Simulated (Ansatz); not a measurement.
Stackings of close-packed layers of MgS (tetrahedral net, letters for double layers), each relaxed to a stress under 0.05 GPa; h and k mark layers whose two neighbours have the same or different letters; energies count from the stacking AB (P6_3mc).

All numbers below come from DFT PBE, scalar-relativistic, plane waves, PAW in Ansatz.

Cutoff 420 eV, Gaussian smearing of 0.02 eV, energies at zero smearing, symmetry of each start kept, no spin polarisation.

```tsv
start	atoms	k mesh	excess energy (meV/atom)	spacing of like layers (Å)	a (Å)	gap on the mesh (eV)
ABC (kkk)	6	9×9×3	8.8	3.290	4.028	3.37
ABCB (hkhk)	8	9×9×2	4.6	3.270	4.040	3.38
ABCACB (hkkhkk)	12	9×9×2	6.1	3.277	4.036	3.37
ABACB (hhkkk)	10	9×9×2	5.5	3.274	4.038	3.37
ABABACAC (khhhkhhh)	16	9×9×1	2.4	3.256	4.049	3.37
ABCABCAB (hkkkkkkh)	16	9×9×1	6.8	3.281	4.034	3.37
```

An odd mesh misses points on the zone edge, so a gap read on it can be too wide.

The reference crystal is the wurtzite form of MgS, which isn't its usual structure.